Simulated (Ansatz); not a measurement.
# Copper, fcc under r²SCAN: from relaxation to bulk modulus, part 2 of 2

Aim: take copper in the fcc structure, relax it, solve it on a dense k-mesh, switch on spin-orbit coupling, then scale the cell to 7 volumes from 88 to 112 % of the relaxed one and try a fit of the equation of state. The k-meshes are 15×15×15 for the relaxation; 25×25×25 for the dense run; 15×15×15 for spin-orbit coupling; 25×25×25 for the volumes. It starts from a deposited cell (COD).

Ansatz 0.2.0; DFT, r2SCAN, plane waves (500 eV) with PAW, scalar-relativistic. The steps go on from the part before.

## 6. At 92 % of the relaxed volume

input.yaml

```yaml
crystal:
  lattice:
    - [0.0, 1.7391176313, 1.7391176313]
    - [1.7391176313, 0.0, 1.7391176313]
    - [1.7391176313, 1.7391176313, 0.0]
  atoms:
    - { symbol: Cu, position: [0.0, 0.0, 0.0] }
hamiltonian:
  xc: r2scan
  pseudopotentials:
    kind: paw
    azcp:
      Cu: "pseudopotentials/Cu.paw.azcp"
basis:
  ecutwfc: 500
  fft_grid_basis: typed
kpoints:
  mp_grid: { grid: [25, 25, 25], shift: [0, 0, 0] }
magnetization:
  spin_polarized: false
scf:
  occupations: { method: fermi_dirac, width: 0.1 }
output:
  stress: true
```

The log of the run, shortened:

```text
[...]
Pseudopotentials: kind: paw
Pseudopotential: Cu, paw, valence charge 19, recommended cutoff 500 eV (meta_gga), <dir>
Functional definition: r2SCAN
[...]
Crystal: 1 atoms, lattice volume = 10.520 Å³
Basis set: ecut = 500 eV, 283 PW (Γ), exchange–correlation on 72×72×72 points (64 copies of the dense FFT grid, shifted against one another)
Bands: 14, of which v1, the nominal top of the filled ones, is band 10 counted from 1 (9 counted from 0)
Symmetry: 48 space group operations
Space group: Fm-3m (ITA 225), of the structure as read, at distance tolerance 2.2e-5 Å
k-points: 455 of 15625
[...]
SCF iter   1: F=—  HF=-6631.213620 eV  |F-HF|=—  |Δ(HF+E_count)|=         —  Δρ=4.00e-2  dr2=9.01e-2  dr2_τ=5.96e-4  ethr=1.77e-3  ⟨swp⟩=5.0  Hψ=32078  notcnv=0
[...]
SCF iter   6: F=-6631.197680 eV  HF=-6631.197680 eV  |F-HF|=4.80e-8  |Δ(HF+E_count)|=   1.87e-6  Δρ=2.90e-5  dr2=6.12e-8  dr2_τ=6.35e-10  ethr=5.26e-10  ⟨swp⟩=3.1  Hψ=24892  notcnv=0
[...]
SCF converged after 6 iterations
Free energy (F): -6631.197680 eV
[...]
E sigma→0 (E₀):  -6631.192926 eV
Entropy (-TS):   -0.009508 eV (-9.508 meV/atom)
Fermi energy:    19.240283 eV
[...]
--- Stress (GPa, compression-positive) ---
       16.851818       0.000000       0.000000
        0.000000      16.851818       0.000000
        0.000000       0.000000      16.851818
  P = ⅓ Tr σ = 16.8518 GPa (168.518 kbar)
```

It took 11 s on 1 thread of an x86-64 CPU, shared host; peak memory 0.59 GiB.

## 7. At 96 % of the relaxed volume

Edit input.yaml of step 6 so:

```diff
@@ -2,5 +2,5 @@
   lattice:
-    - [0.0, 1.7391176313, 1.7391176313]
-    - [1.7391176313, 0.0, 1.7391176313]
-    - [1.7391176313, 1.7391176313, 0.0]
+    - [0.0, 1.763965526, 1.763965526]
+    - [1.763965526, 0.0, 1.763965526]
+    - [1.763965526, 1.763965526, 0.0]
   atoms:
```

The log of the run, shortened:

```text
[...]
[... 3 set-up lines as earlier in the session ...]
[...]
Crystal: 1 atoms, lattice volume = 10.977 Å³
Basis set: ecut = 500 eV, 283 PW (Γ), exchange–correlation on 80×80×80 points (64 copies of the dense FFT grid, shifted against one another)
Bands: 14, of which v1, the nominal top of the filled ones, is band 10 counted from 1 (9 counted from 0)
[... 2 set-up lines as earlier in the session ...]
k-points: 455 of 15625
[...]
SCF iter   1: F=—  HF=-6631.248908 eV  |F-HF|=—  |Δ(HF+E_count)|=         —  Δρ=4.00e-2  dr2=9.50e-2  dr2_τ=6.57e-4  ethr=1.77e-3  ⟨swp⟩=5.1  Hψ=31862  notcnv=0
[...]
SCF iter   7: F=-6631.231827 eV  HF=-6631.231827 eV  |F-HF|=6.28e-11  |Δ(HF+E_count)|=   1.78e-8  Δρ=1.23e-6  dr2=3.68e-11  dr2_τ=1.16e-11  ethr=5.26e-10  ⟨swp⟩=4.0  Hψ=20171  notcnv=0
[...]
SCF converged after 7 iterations
Free energy (F): -6631.231827 eV
[...]
E sigma→0 (E₀):  -6631.226917 eV
Entropy (-TS):   -0.009821 eV (-9.821 meV/atom)
Fermi energy:    18.222087 eV
[...]
--- Stress (GPa, compression-positive) ---
        7.447994      -0.000000       0.000000
       -0.000000       7.447994      -0.000000
        0.000000       0.000000       7.447994
  P = ⅓ Tr σ = 7.4480 GPa (74.480 kbar)
```

Wall time 11 s (1 thread of an x86-64 CPU, shared host); peak memory 0.6 GiB.

## 8. At 100 % of the relaxed volume

Edit input.yaml of step 7 so:

```diff
@@ -2,5 +2,5 @@
   lattice:
-    - [0.0, 1.763965526, 1.763965526]
-    - [1.763965526, 0.0, 1.763965526]
-    - [1.763965526, 1.763965526, 0.0]
+    - [0.0, 1.7881324404, 1.7881324404]
+    - [1.7881324404, 0.0, 1.7881324404]
+    - [1.7881324404, 1.7881324404, 0.0]
   atoms:
```

The log of the run, shortened:

```text
[...]
[... 3 set-up lines as earlier in the session ...]
[...]
Crystal: 1 atoms, lattice volume = 11.435 Å³
Basis set: ecut = 500 eV, 283 PW (Γ), exchange–correlation on 80×80×80 points (64 copies of the dense FFT grid, shifted against one another)
Bands: 14, of which v1, the nominal top of the filled ones, is band 10 counted from 1 (9 counted from 0)
[... 2 set-up lines as earlier in the session ...]
k-points: 455 of 15625
[...]
SCF iter   1: F=—  HF=-6631.260160 eV  |F-HF|=—  |Δ(HF+E_count)|=         —  Δρ=4.00e-2  dr2=9.99e-2  dr2_τ=7.51e-4  ethr=1.77e-3  ⟨swp⟩=5.1  Hψ=31704  notcnv=0
[...]
SCF iter   7: F=-6631.242129 eV  HF=-6631.242129 eV  |F-HF|=8.64e-11  |Δ(HF+E_count)|=   2.66e-8  Δρ=1.24e-6  dr2=5.22e-11  dr2_τ=7.00e-12  ethr=5.26e-10  ⟨swp⟩=4.0  Hψ=20050  notcnv=0
[...]
SCF converged after 7 iterations
Free energy (F): -6631.242129 eV
[...]
E sigma→0 (E₀):  -6631.237083 eV
Entropy (-TS):   -0.010093 eV (-10.093 meV/atom)
Fermi energy:    17.288600 eV
[...]
--- Stress (GPa, compression-positive) ---
        0.064975       0.000000       0.000000
        0.000000       0.064975      -0.000000
        0.000000      -0.000000       0.064975
  P = ⅓ Tr σ = 0.0650 GPa (0.650 kbar)
```

It took 13 s on 1 thread of an x86-64 CPU, shared host; peak memory 0.6 GiB.

## 9. At 104 % of the relaxed volume

Edit input.yaml of step 8 so:

```diff
@@ -2,5 +2,5 @@
   lattice:
-    - [0.0, 1.7881324404, 1.7881324404]
-    - [1.7881324404, 0.0, 1.7881324404]
-    - [1.7881324404, 1.7881324404, 0.0]
+    - [0.0, 1.8116631972, 1.8116631972]
+    - [1.8116631972, 0.0, 1.8116631972]
+    - [1.8116631972, 1.8116631972, 0.0]
   atoms:
```

The log of the run, shortened:

```text
[...]
[... 3 set-up lines as earlier in the session ...]
[...]
Crystal: 1 atoms, lattice volume = 11.892 Å³
Basis set: ecut = 500 eV, 307 PW (Γ), exchange–correlation on 80×80×80 points (64 copies of the dense FFT grid, shifted against one another)
Bands: 14, of which v1, the nominal top of the filled ones, is band 10 counted from 1 (9 counted from 0)
[... 2 set-up lines as earlier in the session ...]
k-points: 455 of 15625
[...]
SCF iter   1: F=—  HF=-6631.252566 eV  |F-HF|=—  |Δ(HF+E_count)|=         —  Δρ=4.01e-2  dr2=1.05e-1  dr2_τ=8.59e-4  ethr=1.77e-3  ⟨swp⟩=5.2  Hψ=31542  notcnv=0
[...]
SCF iter   6: F=-6631.233713 eV  HF=-6631.233713 eV  |F-HF|=2.05e-8  |Δ(HF+E_count)|=   3.64e-6  Δρ=2.02e-5  dr2=3.02e-8  dr2_τ=5.58e-10  ethr=5.26e-10  ⟨swp⟩=3.0  Hψ=24918  notcnv=0
[...]
SCF converged after 6 iterations
Free energy (F): -6631.233713 eV
[...]
E sigma→0 (E₀):  -6631.228543 eV
Entropy (-TS):   -0.010340 eV (-10.340 meV/atom)
Fermi energy:    16.429928 eV
[...]
--- Stress (GPa, compression-positive) ---
       -5.727037       0.000000      -0.000000
        0.000000      -5.727037      -0.000000
        0.000000      -0.000000      -5.727037
  P = ⅓ Tr σ = -5.7270 GPa (-57.270 kbar)
```

Run time: 11 s. Hardware: 1 thread of an x86-64 CPU, shared host; peak memory 0.6 GiB.

## 10. At 108 % of the relaxed volume

Edit input.yaml of step 9 so:

```diff
@@ -2,5 +2,5 @@
   lattice:
-    - [0.0, 1.8116631972, 1.8116631972]
-    - [1.8116631972, 0.0, 1.8116631972]
-    - [1.8116631972, 1.8116631972, 0.0]
+    - [0.0, 1.8345980775, 1.8345980775]
+    - [1.8345980775, 0.0, 1.8345980775]
+    - [1.8345980775, 1.8345980775, 0.0]
   atoms:
```

The log of the run, shortened:

```text
[...]
[... 3 set-up lines as earlier in the session ...]
[...]
Crystal: 1 atoms, lattice volume = 12.350 Å³
Basis set: ecut = 500 eV, 331 PW (Γ), exchange–correlation on 80×80×80 points (64 copies of the dense FFT grid, shifted against one another)
Bands: 14, of which v1, the nominal top of the filled ones, is band 10 counted from 1 (9 counted from 0)
[... 2 set-up lines as earlier in the session ...]
k-points: 455 of 15625
[...]
SCF iter   1: F=—  HF=-6631.230215 eV  |F-HF|=—  |Δ(HF+E_count)|=         —  Δρ=4.01e-2  dr2=1.10e-1  dr2_τ=9.69e-4  ethr=1.77e-3  ⟨swp⟩=5.2  Hψ=31365  notcnv=0
[...]
SCF iter   6: F=-6631.210632 eV  HF=-6631.210632 eV  |F-HF|=3.55e-9  |Δ(HF+E_count)|=   4.34e-6  Δρ=1.21e-5  dr2=1.03e-8  dr2_τ=6.79e-10  ethr=5.26e-10  ⟨swp⟩=3.0  Hψ=24853  notcnv=0
[...]
SCF converged after 6 iterations
Free energy (F): -6631.210632 eV
[...]
E sigma→0 (E₀):  -6631.205347 eV
Entropy (-TS):   -0.010572 eV (-10.572 meV/atom)
Fermi energy:    15.637306 eV
[...]
--- Stress (GPa, compression-positive) ---
      -10.257769       0.000000       0.000000
        0.000000     -10.257769       0.000000
        0.000000       0.000000     -10.257769
  P = ⅓ Tr σ = -10.2578 GPa (-102.578 kbar)
```

It took 12 s on 1 thread of an x86-64 CPU, shared host; peak memory 0.62 GiB.

## 11. At 112 % of the relaxed volume

Edit input.yaml of step 10 so:

```diff
@@ -2,5 +2,5 @@
   lattice:
-    - [0.0, 1.8345980775, 1.8345980775]
-    - [1.8345980775, 0.0, 1.8345980775]
-    - [1.8345980775, 1.8345980775, 0.0]
+    - [0.0, 1.85697343, 1.85697343]
+    - [1.85697343, 0.0, 1.85697343]
+    - [1.85697343, 1.85697343, 0.0]
   atoms:
```

The log of the run, shortened:

```text
[...]
[... 3 set-up lines as earlier in the session ...]
[...]
Crystal: 1 atoms, lattice volume = 12.807 Å³
Basis set: ecut = 500 eV, 331 PW (Γ), exchange–correlation on 80×80×80 points (64 copies of the dense FFT grid, shifted against one another)
Bands: 14, of which v1, the nominal top of the filled ones, is band 10 counted from 1 (9 counted from 0)
[... 2 set-up lines as earlier in the session ...]
k-points: 455 of 15625
[...]
SCF iter   1: F=—  HF=-6631.196329 eV  |F-HF|=—  |Δ(HF+E_count)|=         —  Δρ=4.01e-2  dr2=1.15e-1  dr2_τ=1.07e-3  ethr=1.77e-3  ⟨swp⟩=5.2  Hψ=31277  notcnv=0
[...]
SCF iter   7: F=-6631.176091 eV  HF=-6631.176091 eV  |F-HF|=6.68e-10  |Δ(HF+E_count)|=   6.04e-9  Δρ=5.08e-6  dr2=2.05e-9  dr2_τ=1.78e-11  ethr=5.26e-10  ⟨swp⟩=3.8  Hψ=17774  notcnv=0
[...]
SCF converged after 7 iterations
Free energy (F): -6631.176091 eV
[...]
E sigma→0 (E₀):  -6631.170694 eV
Entropy (-TS):   -0.010794 eV (-10.794 meV/atom)
Fermi energy:    14.904188 eV
[...]
--- Stress (GPa, compression-positive) ---
      -13.791266       0.000000       0.000000
        0.000000     -13.791266       0.000000
        0.000000      -0.000000     -13.791266
  P = ⅓ Tr σ = -13.7913 GPa (-137.913 kbar)
```

It took 10 s on 1 thread of an x86-64 CPU, shared host; peak memory 0.62 GiB.

## 12. The equation of state

The cell was scaled evenly, with its shape and the fractional positions fixed.

| V (Å³/atom) | E − E₀ (meV/atom) | P from the stress (GPa) | P from the fit (GPa) |
| --- | --- | --- | --- |
| 10.063 | 108.5 | 28.83 | 28.79 |
| 10.520 | 44.1 | 16.85 | 16.79 |
| 10.977 | 10.2 | 7.45 | 7.39 |
| 11.435 | 0.0 | 0.06 | 0.02 |
| 11.892 | 8.5 | -5.73 | -5.76 |
| 12.350 | 31.7 | -10.26 | -10.30 |
| 12.807 | 66.4 | -13.79 | -13.85 |

A third-order Birch-Murnaghan fit gives V₀ = 11.436 Å³/atom, B₀ = 163 GPa and B₀′ = 5.1; it misses no point by more than 0.01 meV/atom.

## 13. Outcome

The summary covers parts 1 to 2.

| quantity | value |
| --- | --- |
| space group (spins left aside) | Fm-3m (No. 225) |
| conventional cell | a = 3.576 Å |
| volume | 11.435 Å³/atom |
| shortest distance | 2.529 Å |
| against the deposited volume | -3.2 % (11.810 Å³/atom) |
| gap on the mesh | none (levels filled in part) |
| V₀, B₀, B₀′ | 11.436 Å³/atom, 163 GPa, 5.1 |

What this shows: The volume comes out 3.2 % smaller than measured. The deposited cell holds zero-point motion and, unless taken cold, thermal expansion, which account for some of this. Levels at the Fermi energy are filled in part, as in a metal. Totals with and without spin-orbit coupling (+1.7 eV/atom apart) can't be read as binding, since the two-component data shift the zero of energy. B₀ comes out at 163 GPa.
